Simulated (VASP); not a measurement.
Crystal: Be.

```xyz
1
Lattice="0.0000 1.5791 1.5791 1.5791 0.0000 1.5791 1.5791 1.5791 0.0000" Properties=species:S:1:pos:R:3 pbc="T T T"
Be    0.0000    0.0000    0.0000
```

The cell was built by a generator and needn't be a form met in nature.

* Program: VASP 6.6.1
* Task: relaxation of cell and atoms
* Functional: revPBE
* Dispersion: D3
* Potentials or basis: VASP PAW PBE potentials, release 64 (Be)
* Cutoff: 600 eV
* k mesh: 14 × 14 × 14
* Occupations: fermi-dirac, width 0.05 eV
* Spin: no spin polarisation

At the start: pressure -8.8 GPa; volume 7.87 Å³/atom.

Where does the relaxation end?

Over 3 steps the energy falls by 16.9 meV/atom and the volume is 7.30 Å³/atom (-7.2 %); space group Fm-3m (No. 225, to 0.05 Å).

Step by step:
```
step  energy change (eV)  largest force (eV/Å)  pressure (GPa)  volume (Å³)
   1              0.0000                0.0000           -8.82         7.87
   2             -0.0165                0.0000           -1.64         7.39
   3             -0.0169                0.0000           -0.08         7.30
```

Final structure:
```cif
data_structure
_symmetry_space_group_name_H-M 'P 1'
_symmetry_Int_Tables_number 1
_cell_length_a 2.1778
_cell_length_b 2.1778
_cell_length_c 2.1778
_cell_angle_alpha 60.000
_cell_angle_beta 60.000
_cell_angle_gamma 60.000
_cell_volume 7.30
loop_
_atom_site_label
_atom_site_type_symbol
_atom_site_fract_x
_atom_site_fract_y
_atom_site_fract_z
_atom_site_occupancy
Be1 Be 0.00000 0.00000 0.00000 1
```

Caveat: the PAW data sets were made with another functional, which shifts forces and pressure a little; pairwise dispersion overbinds metals, which lowers pressure and volume.
